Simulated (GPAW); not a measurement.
The system is TiO2.

```xyz
6
Lattice="4.5998 0.0000 0.0000 0.0000 4.5998 0.0000 0.0000 0.0000 2.9592" Properties=species:S:1:pos:R:3 pbc="T T T"
Ti    0.0000    0.0000    1.4796
Ti    2.2999    2.2999    0.0000
O     1.3998    1.3998    1.4796
O     3.2000    3.2000    1.4796
O     0.9001    3.6997    0.0000
O     3.6997    0.9001    0.0000
```

The cell is a database's computed one.

- Program: GPAW 26.7.0
- Task: relaxation of cell and atoms
- Functional: BP86
- Potentials or basis: PAW data sets generated in the run's folder for this functional
- Cutoff: 800 eV
- Basis: pw
- k mesh: 4 × 4 × 6
- Occupations: fermi-dirac, width 0.05 eV
- Spin: no spin polarisation

At the start: pressure 5.1 GPa; volume 10.44 Å³/atom.

Task: How do energy, volume and symmetry change on relaxing?

Result: Over 7 steps the energy falls by 4.3 meV/atom and the volume is 10.67 Å³/atom (+2.3 %); space group P4_2/mnm (No. 136, to 0.05 Å).

The path:
```
step  energy change (eV)  largest force (eV/Å)  pressure (GPa)  volume (Å³)
   1              0.0000                0.0330            5.14        62.61
   2             -0.0049                0.0119            4.52        62.76
   3             -0.0237                0.0968            0.28        63.87
   4             -0.0245                0.0774            0.05        63.95
   5             -0.0258                0.0033           -0.16        64.08
   6             -0.0259                0.0106           -0.08        64.07
   7             -0.0260                0.0253            0.06        64.04
```

Final structure:
```cif
data_structure
_symmetry_space_group_name_H-M 'P 1'
_symmetry_Int_Tables_number 1
_cell_length_a 4.6387
_cell_length_b 4.6387
_cell_length_c 2.9763
_cell_angle_alpha 90.000
_cell_angle_beta 90.000
_cell_angle_gamma 90.000
_cell_volume 64.04
loop_
_atom_site_label
_atom_site_type_symbol
_atom_site_fract_x
_atom_site_fract_y
_atom_site_fract_z
_atom_site_occupancy
Ti1 Ti 0.00000 0.00000 0.50000 1
Ti2 Ti 0.50000 0.50000 0.00000 1
O1 O 0.30510 0.30510 0.50000 1
O2 O 0.69490 0.69490 0.50000 1
O3 O 0.19490 0.80510 0.00000 1
O4 O 0.80510 0.19490 0.00000 1
```

Caveat: the k mesh is coarse; later steps reuse the first step's grids.
